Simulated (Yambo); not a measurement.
A run of Yambo 5.3.0:

The input optics0.in:

```
optics
chi
Chimod= "IP"
% BndsRnXd
 1 | 30 |
%
% LongDrXd
 1 | 1 | 0 |
%
% QpntsRXd
 1 | 1 |
%
% EnRngeXd
 0 | 10 | eV
%
% DmRngeXd
 0.1 | 0.1 | eV
%
ETStpsXd= 150
```

scf.in

```
&CONTROL
  calculation = 'scf'
  prefix = 'pwscf'
  outdir = './tmp'
  pseudo_dir = './pseudo'
/
&SYSTEM
  ibrav = 0
  nat = 2
  ntyp = 2
  ecutwfc = 86
  nbnd = 22
  occupations = 'smearing'
  smearing = 'fd'
  degauss = 0.00367493
  force_symmorphic = .true.
/
&ELECTRONS
  conv_thr = 4d-10
  electron_maxstep = 120
  mixing_beta = 0.5
/
ATOMIC_SPECIES
Sn   118.7100 Sn.upf
Se    78.9710 Se.upf
CELL_PARAMETERS angstrom
   0.0000000000    3.0100000000    3.0100000000
   3.0100000000    0.0000000000    3.0100000000
   3.0100000000    3.0100000000    0.0000000000
ATOMIC_POSITIONS crystal
Sn     0.0000000000    0.0000000000    0.0000000000
Se     0.5000000000    0.5000000000    0.5000000000
K_POINTS automatic
14 14 14 0 0 0
```

nscf.in

```
&CONTROL
  calculation = 'nscf'
  prefix = 'pwscf'
  outdir = './tmp'
  pseudo_dir = './pseudo'
/
&SYSTEM
  ibrav = 0
  nat = 2
  ntyp = 2
  ecutwfc = 86
  nbnd = 40
  occupations = 'fixed'
  force_symmorphic = .true.
/
&ELECTRONS
  conv_thr = 1d-08
  diago_full_acc = .true.
  diago_thr_init = 1d-06
/
ATOMIC_SPECIES
Sn   118.7100 Sn.upf
Se    78.9710 Se.upf
CELL_PARAMETERS angstrom
   0.0000000000    3.0100000000    3.0100000000
   3.0100000000    0.0000000000    3.0100000000
   3.0100000000    3.0100000000    0.0000000000
ATOMIC_POSITIONS crystal
Sn     0.0000000000    0.0000000000    0.0000000000
Se     0.5000000000    0.5000000000    0.5000000000
K_POINTS automatic
14 14 14 0 0 0
```

Potentials or basis: PseudoDojo 0.4.1 SR PBEsol standard.

Command:

```console
$ OMP_NUM_THREADS=1 pw.x -in scf.in > scf.out
$ OMP_NUM_THREADS=1 pw.x -in nscf.in > nscf.out
$ cd tmp/pwscf.save; p2y; mv SAVE ../..; cd ../..
$ OMP_NUM_THREADS=1 yambo
$ OMP_NUM_THREADS=1 yambo -F optics0.in -J optics0 -C optics0_out
```

Hardware: 1 thread of AMD EPYC 7R43 64-Core Processor (Zen 3) (shared host).

**Question.** Estimate the wall time of this run.

**Answer.** Run time: 4.7 min on 1 thread of AMD EPYC 7R43 64-Core Processor (Zen 3) (shared host).
